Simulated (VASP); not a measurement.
# CaO (Lime) (Fm-3m): heat capacity and expansion from phonons

Wanted: volume, bulk modulus and heat capacity of CaO (Lime) against temperature. The start is a cell from a database of measured crystal structures.

Calculated with VASP 6.6.1; PBEsol; plane waves and PAW (Ca_sv, O).

This is a report of a sequence of runs, with most program output left out.

**1. The structure**

Symmetry: Fm-3m, No. 225, cubic system. The conventional cell has a = 4.813 Å, b = 4.813 Å, c = 4.813 Å, α = 90.00°, β = 90.00°, γ = 90.00°. Ca has 6 O at 2.41 Å nearest. O has 6 Ca at 2.41 Å nearest. Farther neighbours and most contacts between anions are not listed.

Structure file:

```
Ca O
1.0
     0.00000    2.40650    2.40650
     2.40650    0.00000    2.40650
     2.40650    2.40650    0.00000
Ca O
1 1
Direct
  0.00000 0.00000 0.00000
  0.50000 0.50000 0.50000
```

**2. Relaxation**

The series of volumes is laid round the static minimum, so the cell is relaxed first.

Contents of INCAR:

```
SYSTEM = CaO
PREC = Accurate
ENCUT = 520
EDIFF = 1E-07
NELM = 100
ISMEAR = 0
SIGMA = 0.05
LREAL = .FALSE.
ALGO = Normal
GGA = PS
NBANDS = 14
LORBIT = 11
LWAVE = .FALSE.
LCHARG = .FALSE.
KPAR = 12
IBRION = 2
NSW = 50
ISIF = 3
EDIFFG = -0.003
```

Contents of POSCAR:

```
CaO
1.0
    0.0000000000      2.4065000000      2.4065000000
    2.4065000000      0.0000000000      2.4065000000
    2.4065000000      2.4065000000      0.0000000000
Ca O
1 1
Direct
    0.0000000000      0.0000000000      0.0000000000
    0.5000000000      0.5000000000      0.5000000000
```

Contents of KPOINTS:

```
Automatic mesh
0
Gamma
12 12 12
0 0 0
```

PAW data sets: Ca_sv and O (PBE family, release 64).

Launch:

```bash
$ mpirun -np 12 vasp_std
```

Elapsed: 21 s, on 12 MPI ranks of Intel Xeon Platinum 8259CL at 2.50GHz (Skylake/Cascade Lake), shared host; peak memory 2.4 GiB; 3.2 min of CPU time.

The gap is read on the k-mesh alone, so it is an upper bound where the band edges lie off the mesh. The PAW data sets were made with PBE, which is usual practice but a small mismatch for other functionals. The run keeps the 48 symmetry operations of its start, so it cannot find a distortion of lower symmetry.

The steps of the relaxation:

```tsv
step	energy less that of the first step (eV)	largest force (eV/Å)	pressure (GPa)	volume (Å³)
1	0.0000	0.0000	-2.54	27.87
2	-0.0043	0.0000	1.08	26.99
3	-0.0051	0.0000	0.00	27.24
```

```tsv
conventional cell, symmetrised	before	after	change
a (Å)	4.813	4.776	-0.8 %
b (Å)	4.813	4.776	-0.8 %
c (Å)	4.813	4.776	-0.8 %
volume (Å³/atom)	13.94	13.62	-2.3 %
```

Final coordinates:

```xyz
2
Lattice="0.0000 2.3881 2.3881 2.3881 0.0000 2.3881 2.3881 2.3881 0.0000" Properties=species:S:1:pos:R:3 pbc="T T T"
Ca    0.0000    0.0000    0.0000
O     2.3881    2.3881    2.3881
```

This step gave:

- SCF cycles: 38
- electrons: 16
- bands: 14
- irreducible k-points: 72
- symmetry operations: 48
- free energy (TOTEN): -13.41 eV
- Fermi energy: 2.504 eV
- pressure: 0.001822 GPa
- metallic: no
- valence top at k: 0, 0, 0
- conduction bottom at k: 0.5, 0.5, 0
- least direct gap at k: 0.5, 0.5, 0
- gap on the k-mesh: 3.525 eV
- least direct gap on the k-mesh: 3.899 eV

**3. Second relaxation**

A second run rebuilds the plane-wave basis for the relaxed cell; where the first run showed a metal, it also takes Methfessel-Paxton smearing.

INCAR is that of step 2.

Contents of POSCAR:

```
CaO
1.0
    0.0000000000      2.3880594525      2.3880594525
    2.3880594525      0.0000000000      2.3880594525
    2.3880594525      2.3880594525      0.0000000000
Ca O
1 1
Direct
    0.0000000000      0.0000000000      0.0000000000
    0.5000000000      0.5000000000      0.5000000000
```

KPOINTS is that of step 2.

Launch:

```bash
$ mpirun -np 12 vasp_std
```

The job ended after 7.2 s (12 MPI ranks; peak memory 2.1 GiB).

Little changed from the start: no atom moved by 0.005 Å and no cell edge by 0.1 %.

This step gave:

```yaml
scf_cycles: 14
pressure: -0.009301 GPa
```

**4. Static energy at fixed volume, volume scale 1**

Each volume needs its static energy, with shape and atoms relaxed at that volume.

INCAR, as its differences from that of step 3:

```diff
@@ -3,3 +3,3 @@
 ENCUT = 520
-EDIFF = 1E-07
+EDIFF = 1E-08
 NELM = 100
@@ -16,4 +16,4 @@
 IBRION = 2
-NSW = 50
-ISIF = 3
-EDIFFG = -0.003
+NSW = 30
+ISIF = 4
+EDIFFG = -0.002
```

POSCAR is that of step 3.

KPOINTS is that of step 3.

Launch:

```bash
$ mpirun -np 12 vasp_std
```

Elapsed: 6.4 s, on 12 MPI ranks; peak memory 2.1 GiB; 62 s of CPU time.

Little changed from the start: no atom moved by 0.005 Å and no cell edge by 0.1 %.

This step gave:

| Quantity | Value |
| --- | --- |
| SCF cycles | 15 |
| pressure | -0.005179 GPa |

**5. Force constants in the supercell, volume scale 1**

System of this step: CaO (Lime). The cell holds 54 atoms: 27 Ca and 27 O. Cell: a = 10.132 Å, b = 10.132 Å, c = 10.132 Å, α = 60.0°, β = 60.0°, γ = 60.0°. It derives from CaO (Lime), repeated 3×3×3.

Small displacements in a supercell give the force constants. They are interpolated to a mesh of wave vectors without the zone centre, which gives the lowest and highest frequency on that mesh and the vibrational free energy at this volume. The dipole term, which lifts longitudinal modes in polar crystals, is left out.

Contents of INCAR:

```
SYSTEM = CaO
PREC = Accurate
ENCUT = 520
EDIFF = 1E-07
NELM = 100
ISMEAR = 0
SIGMA = 0.05
LREAL = .FALSE.
ALGO = Normal
GGA = PS
NBANDS = 264
LWAVE = .FALSE.
LCHARG = .FALSE.
KPAR = 4
IBRION = 6
NSW = 1
NFREE = 2
POTIM = 0.015
ISIF = 0
ADDGRID = .TRUE.
```

Contents of POSCAR:

```
CaO
1.0
    0.0000000000      7.1641783575      7.1641783575
    7.1641783575      0.0000000000      7.1641783575
    7.1641783575      7.1641783575      0.0000000000
Ca O
27 27
Direct
    0.0000000000      0.0000000000      0.0000000000
    0.0000000000      0.0000000000      0.3333333333
    0.0000000000      0.0000000000      0.6666666667
    0.0000000000      0.3333333333      0.0000000000
    0.0000000000      0.3333333333      0.3333333333
    0.0000000000      0.3333333333      0.6666666667
    0.0000000000      0.6666666667      0.0000000000
    0.0000000000      0.6666666667      0.3333333333
    0.0000000000      0.6666666667      0.6666666667
    0.3333333333      0.0000000000      0.0000000000
    0.3333333333      0.0000000000      0.3333333333
    0.3333333333      0.0000000000      0.6666666667
    0.3333333333      0.3333333333      0.0000000000
    0.3333333333      0.3333333333      0.3333333333
    0.3333333333      0.3333333333      0.6666666667
    0.3333333333      0.6666666667      0.0000000000
    0.3333333333      0.6666666667      0.3333333333
    0.3333333333      0.6666666667      0.6666666667
    0.6666666667      0.0000000000      0.0000000000
    0.6666666667      0.0000000000      0.3333333333
    0.6666666667      0.0000000000      0.6666666667
    0.6666666667      0.3333333333      0.0000000000
    0.6666666667      0.3333333333      0.3333333333
    0.6666666667      0.3333333333      0.6666666667
    0.6666666667      0.6666666667      0.0000000000
    0.6666666667      0.6666666667      0.3333333333
    0.6666666667      0.6666666667      0.6666666667
    0.1666666667      0.1666666667      0.1666666667
    0.1666666667      0.1666666667      0.5000000000
    0.1666666667      0.1666666667      0.8333333333
    0.1666666667      0.5000000000      0.1666666667
    0.1666666667      0.5000000000      0.5000000000
    0.1666666667      0.5000000000      0.8333333333
    0.1666666667      0.8333333333      0.1666666667
    0.1666666667      0.8333333333      0.5000000000
    0.1666666667      0.8333333333      0.8333333333
    0.5000000000      0.1666666667      0.1666666667
    0.5000000000      0.1666666667      0.5000000000
    0.5000000000      0.1666666667      0.8333333333
    0.5000000000      0.5000000000      0.1666666667
    0.5000000000      0.5000000000      0.5000000000
    0.5000000000      0.5000000000      0.8333333333
    0.5000000000      0.8333333333      0.1666666667
    0.5000000000      0.8333333333      0.5000000000
    0.5000000000      0.8333333333      0.8333333333
    0.8333333333      0.1666666667      0.1666666667
    0.8333333333      0.1666666667      0.5000000000
    0.8333333333      0.1666666667      0.8333333333
    0.8333333333      0.5000000000      0.1666666667
    0.8333333333      0.5000000000      0.5000000000
    0.8333333333      0.5000000000      0.8333333333
    0.8333333333      0.8333333333      0.1666666667
    0.8333333333      0.8333333333      0.5000000000
    0.8333333333      0.8333333333      0.8333333333
```

Contents of KPOINTS:

```
Automatic mesh
0
Gamma
2 2 2
0 0 0
```

Launch:

```bash
$ mpirun -np 12 vasp_std
```

The job ended after 26 min (12 MPI ranks; peak memory 14 GiB; 4.2 h of CPU time).

The last energy, forces, stress and levels in OUTCAR belong to the last displaced cell, not to the cell of POSCAR.

Numbers from this step:

| Quantity | Value |
| --- | --- |
| electrons | 432 |
| bands | 264 |
| irreducible k-points | 3 |
| lowest frequency | 13.08 cm⁻¹ |
| highest frequency | 519.9 cm⁻¹ |
| zero point energy | 53.37 meV/atom |
| free energy 300 | 26.78 meV/atom |

The vibrational free energy by temperature:

temperature (K), vibrational free energy (meV/atom) and a bar from the least value:
```
        0         53 ##############################
       40         53 ##############################
      120         51 ##############################
      160         49 ##############################
      240         38 #############################
      280         31 ############################
      360         13 ###########################
      400          2 ##########################
      480        -22 #########################
      520        -35 ########################
      600        -64 ######################
      640        -79 #####################
      720       -112 ##################
      760       -129 #################
      840       -165 ###############
      880       -183 #############
      960       -222 ##########
     1000       -242 #########
     1080       -283 ######
     1120       -304 #####
     1200       -348 ##
     1240       -370
```

**6. Static energy at fixed volume, volume scale 1.02**

System of this step: CaO (Lime). The structure is cubic, space group Fm-3m (No. 225). The conventional cell has a = 4.808 Å, b = 4.808 Å, c = 4.808 Å, α = 90.00°, β = 90.00°, γ = 90.00°. Ca has 6 O at 2.40 Å nearest. Nearest to O lie 6 Ca at 2.40 Å. Farther neighbours and most contacts between anions are not listed.

Contents of INCAR:

```
SYSTEM = CaO
PREC = Accurate
ENCUT = 520
EDIFF = 1E-08
NELM = 100
ISMEAR = 0
SIGMA = 0.05
LREAL = .FALSE.
ALGO = Normal
GGA = PS
NBANDS = 14
LORBIT = 11
LWAVE = .FALSE.
LCHARG = .FALSE.
KPAR = 12
IBRION = 2
NSW = 30
ISIF = 4
EDIFFG = -0.002
```

Contents of POSCAR:

```
CaO
1.0
    0.0000000000      2.4038748767      2.4038748767
    2.4038748767      0.0000000000      2.4038748767
    2.4038748767      2.4038748767      0.0000000000
Ca O
1 1
Direct
    0.0000000000      0.0000000000      0.0000000000
    0.5000000000      0.5000000000      0.5000000000
```

Contents of KPOINTS:

```
Automatic mesh
0
Gamma
12 12 12
0 0 0
```

Launch:

```bash
$ mpirun -np 12 vasp_std
```

Wall time 9.2 s (12 MPI ranks); peak memory 2.1 GiB; 76 s of CPU time.

Little changed from the start: no atom moved by 0.005 Å and no cell edge by 0.1 %.

**7. Force constants in the supercell, volume scale 1.02**

System of this step: CaO (Lime). The cell holds 54 atoms: 27 Ca and 27 O. Its edges and angles: a = 10.199 Å, b = 10.199 Å, c = 10.199 Å, α = 60.0°, β = 60.0°, γ = 60.0°. It derives from CaO (Lime), repeated 3×3×3.

Contents of INCAR:

```
SYSTEM = CaO
PREC = Accurate
ENCUT = 520
EDIFF = 1E-07
NELM = 100
ISMEAR = 0
SIGMA = 0.05
LREAL = .FALSE.
ALGO = Normal
GGA = PS
NBANDS = 264
LWAVE = .FALSE.
LCHARG = .FALSE.
KPAR = 4
IBRION = 6
NSW = 1
NFREE = 2
POTIM = 0.015
ISIF = 0
ADDGRID = .TRUE.
```

Contents of POSCAR:

```
CaO
1.0
    0.0000000000      7.2116246301      7.2116246301
    7.2116246301      0.0000000000      7.2116246301
    7.2116246301      7.2116246301      0.0000000000
Ca O
27 27
Direct
    0.0000000000      0.0000000000      0.0000000000
    0.0000000000      0.0000000000      0.3333333333
    0.0000000000      0.0000000000      0.6666666667
    0.0000000000      0.3333333333      0.0000000000
    0.0000000000      0.3333333333      0.3333333333
    0.0000000000      0.3333333333      0.6666666667
    0.0000000000      0.6666666667      0.0000000000
    0.0000000000      0.6666666667      0.3333333333
    0.0000000000      0.6666666667      0.6666666667
    0.3333333333      0.0000000000      0.0000000000
    0.3333333333      0.0000000000      0.3333333333
    0.3333333333      0.0000000000      0.6666666667
    0.3333333333      0.3333333333      0.0000000000
    0.3333333333      0.3333333333      0.3333333333
    0.3333333333      0.3333333333      0.6666666667
    0.3333333333      0.6666666667      0.0000000000
    0.3333333333      0.6666666667      0.3333333333
    0.3333333333      0.6666666667      0.6666666667
    0.6666666667      0.0000000000      0.0000000000
    0.6666666667      0.0000000000      0.3333333333
    0.6666666667      0.0000000000      0.6666666667
    0.6666666667      0.3333333333      0.0000000000
    0.6666666667      0.3333333333      0.3333333333
    0.6666666667      0.3333333333      0.6666666667
    0.6666666667      0.6666666667      0.0000000000
    0.6666666667      0.6666666667      0.3333333333
    0.6666666667      0.6666666667      0.6666666667
    0.1666666667      0.1666666667      0.1666666667
    0.1666666667      0.1666666667      0.5000000000
    0.1666666667      0.1666666667      0.8333333333
    0.1666666667      0.5000000000      0.1666666667
    0.1666666667      0.5000000000      0.5000000000
    0.1666666667      0.5000000000      0.8333333333
    0.1666666667      0.8333333333      0.1666666667
    0.1666666667      0.8333333333      0.5000000000
    0.1666666667      0.8333333333      0.8333333333
    0.5000000000      0.1666666667      0.1666666667
    0.5000000000      0.1666666667      0.5000000000
    0.5000000000      0.1666666667      0.8333333333
    0.5000000000      0.5000000000      0.1666666667
    0.5000000000      0.5000000000      0.5000000000
    0.5000000000      0.5000000000      0.8333333333
    0.5000000000      0.8333333333      0.1666666667
    0.5000000000      0.8333333333      0.5000000000
    0.5000000000      0.8333333333      0.8333333333
    0.8333333333      0.1666666667      0.1666666667
    0.8333333333      0.1666666667      0.5000000000
    0.8333333333      0.1666666667      0.8333333333
    0.8333333333      0.5000000000      0.1666666667
    0.8333333333      0.5000000000      0.5000000000
    0.8333333333      0.5000000000      0.8333333333
    0.8333333333      0.8333333333      0.1666666667
    0.8333333333      0.8333333333      0.5000000000
    0.8333333333      0.8333333333      0.8333333333
```

Contents of KPOINTS:

```
Automatic mesh
0
Gamma
2 2 2
0 0 0
```

Launch:

```bash
$ mpirun -np 12 vasp_std
```

Elapsed: 28 min, on 12 MPI ranks; peak memory 14 GiB.

Vibrational free energy against temperature:

```tsv
temperature (K)	vibrational free energy (meV/atom)
0	51.7
40	51.7
120	49.7
160	46.6
240	35.7
280	28.2
360	9.51
400	-1.42
480	-26.0
520	-39.6
600	-68.9
640	-84.6
720	-118
760	-135
840	-172
880	-191
960	-230
1000	-250
1080	-292
1120	-314
1200	-358
1240	-380
```

The vibrational free energy is 28.2 meV/atom at 280 K.

**8. Static energy at fixed volume, volume scale 1.04**

System of this step: CaO (Lime). It takes space group Fm-3m (No. 225, cubic). The conventional cell has a = 4.839 Å, b = 4.839 Å, c = 4.839 Å, α = 90.00°, β = 90.00°, γ = 90.00°. Nearest to Ca lie 6 O at 2.42 Å. Nearest to O lie 6 Ca at 2.42 Å. Farther neighbours and most contacts between anions are not listed.

Contents of INCAR:

```
SYSTEM = CaO
PREC = Accurate
ENCUT = 520
EDIFF = 1E-08
NELM = 100
ISMEAR = 0
SIGMA = 0.05
LREAL = .FALSE.
ALGO = Normal
GGA = PS
NBANDS = 14
LORBIT = 11
LWAVE = .FALSE.
LCHARG = .FALSE.
KPAR = 12
IBRION = 2
NSW = 30
ISIF = 4
EDIFFG = -0.002
```

Contents of POSCAR:

```
CaO
1.0
    0.0000000000      2.4194848912      2.4194848912
    2.4194848912      0.0000000000      2.4194848912
    2.4194848912      2.4194848912      0.0000000000
Ca O
1 1
Direct
    0.0000000000      0.0000000000      0.0000000000
    0.5000000000      0.5000000000      0.5000000000
```

Contents of KPOINTS:

```
Automatic mesh
0
Gamma
12 12 12
0 0 0
```

Launch:

```bash
$ mpirun -np 12 vasp_std
```

It took 8 s on 12 MPI ranks; peak memory 2.1 GiB; 65 s of CPU time.

Little changed from the start: no atom moved by 0.005 Å and no cell edge by 0.1 %.

**9. Force constants in the supercell, volume scale 1.04**

System of this step: CaO (Lime). The cell holds 54 atoms: 27 Ca and 27 O. Cell: a = 10.265 Å, b = 10.265 Å, c = 10.265 Å, α = 60.0°, β = 60.0°, γ = 60.0°. It derives from CaO (Lime), repeated 3×3×3.

Contents of INCAR:

```
SYSTEM = CaO
PREC = Accurate
ENCUT = 520
EDIFF = 1E-07
NELM = 100
ISMEAR = 0
SIGMA = 0.05
LREAL = .FALSE.
ALGO = Normal
GGA = PS
NBANDS = 264
LWAVE = .FALSE.
LCHARG = .FALSE.
KPAR = 4
IBRION = 6
NSW = 1
NFREE = 2
POTIM = 0.015
ISIF = 0
ADDGRID = .TRUE.
```

Contents of POSCAR:

```
CaO
1.0
    0.0000000000      7.2584546736      7.2584546736
    7.2584546736      0.0000000000      7.2584546736
    7.2584546736      7.2584546736      0.0000000000
Ca O
27 27
Direct
    0.0000000000      0.0000000000      0.0000000000
    0.0000000000      0.0000000000      0.3333333333
    0.0000000000      0.0000000000      0.6666666667
    0.0000000000      0.3333333333      0.0000000000
    0.0000000000      0.3333333333      0.3333333333
    0.0000000000      0.3333333333      0.6666666667
    0.0000000000      0.6666666667      0.0000000000
    0.0000000000      0.6666666667      0.3333333333
    0.0000000000      0.6666666667      0.6666666667
    0.3333333333      0.0000000000      0.0000000000
    0.3333333333      0.0000000000      0.3333333333
    0.3333333333      0.0000000000      0.6666666667
    0.3333333333      0.3333333333      0.0000000000
    0.3333333333      0.3333333333      0.3333333333
    0.3333333333      0.3333333333      0.6666666667
    0.3333333333      0.6666666667      0.0000000000
    0.3333333333      0.6666666667      0.3333333333
    0.3333333333      0.6666666667      0.6666666667
    0.6666666667      0.0000000000      0.0000000000
    0.6666666667      0.0000000000      0.3333333333
    0.6666666667      0.0000000000      0.6666666667
    0.6666666667      0.3333333333      0.0000000000
    0.6666666667      0.3333333333      0.3333333333
    0.6666666667      0.3333333333      0.6666666667
    0.6666666667      0.6666666667      0.0000000000
    0.6666666667      0.6666666667      0.3333333333
    0.6666666667      0.6666666667      0.6666666667
    0.1666666667      0.1666666667      0.1666666667
    0.1666666667      0.1666666667      0.5000000000
    0.1666666667      0.1666666667      0.8333333333
    0.1666666667      0.5000000000      0.1666666667
    0.1666666667      0.5000000000      0.5000000000
    0.1666666667      0.5000000000      0.8333333333
    0.1666666667      0.8333333333      0.1666666667
    0.1666666667      0.8333333333      0.5000000000
    0.1666666667      0.8333333333      0.8333333333
    0.5000000000      0.1666666667      0.1666666667
    0.5000000000      0.1666666667      0.5000000000
    0.5000000000      0.1666666667      0.8333333333
    0.5000000000      0.5000000000      0.1666666667
    0.5000000000      0.5000000000      0.5000000000
    0.5000000000      0.5000000000      0.8333333333
    0.5000000000      0.8333333333      0.1666666667
    0.5000000000      0.8333333333      0.5000000000
    0.5000000000      0.8333333333      0.8333333333
    0.8333333333      0.1666666667      0.1666666667
    0.8333333333      0.1666666667      0.5000000000
    0.8333333333      0.1666666667      0.8333333333
    0.8333333333      0.5000000000      0.1666666667
    0.8333333333      0.5000000000      0.5000000000
    0.8333333333      0.5000000000      0.8333333333
    0.8333333333      0.8333333333      0.1666666667
    0.8333333333      0.8333333333      0.5000000000
    0.8333333333      0.8333333333      0.8333333333
```

Contents of KPOINTS:

```
Automatic mesh
0
Gamma
2 2 2
0 0 0
```

Launch:

```bash
$ mpirun -np 12 vasp_std
```

Elapsed: 28 min, on 12 MPI ranks; peak memory 14 GiB; 4.6 h of CPU time.

Table of vibrational free energy by temperature:

```tsv
temperature (K)	vibrational free energy (meV/atom)
0	50.1
40	50.1
120	47.9
160	44.6
240	33.3
280	25.5
360	6.19
400	-5.04
480	-30.3
520	-44.2
600	-74.1
640	-90.1
720	-124
760	-142
840	-179
880	-198
960	-238
1000	-259
1080	-301
1120	-323
1200	-368
1240	-391
```

The vibrational free energy is 25.5 meV/atom at 280 K.

(Continued in part 2 of 3.)

[Lines on the potential files, build, host, timing and source positions are cut from VASP's logs without a mark.]

[Logs are printed without paths, hosts, clocks, repeated set-up lines and the standing remarks that a program may print on its own settings, such as how far it seeks lower states.]

[Hosts, paths, dates, database ids (printed as entryN), source tags and the programs' standing remarks are cut or masked in the printed files.]

[In band tables of VASP the shares of atoms and orbitals are scaled to a sum of 1 inside the atoms' spheres.]
